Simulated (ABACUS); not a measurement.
NbAs: equation of state with LDA

NbAs:

```
CELL_PARAMETERS angstrom
-1.72585 1.72585 5.84000
1.72585 -1.72585 5.84000
1.72585 1.72585 -5.84000
ATOMIC_POSITIONS crystal
Nb 0.50000 0.00000 0.50000
Nb 0.75000 0.75000 0.00000
As 0.91600 0.41600 0.50000
As 0.16600 0.16600 0.00000
```

```yaml
Program: ABACUS 3.10.1
Task: equation of state
Functional: LDA
Potentials_or_basis: PseudoDojo NC SR 0.4.1 LDA standard
Cutoff: 1116 eV
Density_cutoff: 4463 eV
Basis: plane waves
k_mesh: 9 × 9 × 9
Occupations: fermi-dirac, width 0.05 eV
Spin: no spin polarisation
```

The equilibrium volume is 16.87 Å³/atom. The bulk modulus at fixed shape and positions is 187 GPa and the pressure derivative of the bulk modulus is 4.5 (rough: it moves with the points fitted).

Energy against volume, from the lowest point:
| volume (Å³/atom) | energy (meV/atom) |
| --- | --- |
| 16.351 | 8.93 |
| 17.047 | 0.00 |
| 17.743 | 22.88 |
| 18.438 | 71.15 |

All runs of the series together: 11 min on 4 threads of Intel(R) Xeon(R) Platinum 8488C (Sapphire Rapids), on a shared host.

Caveat: the cell was scaled at fixed shape and fractional positions, which overstates the stiffness of a crystal with free parameters, most of all of layers and chains.
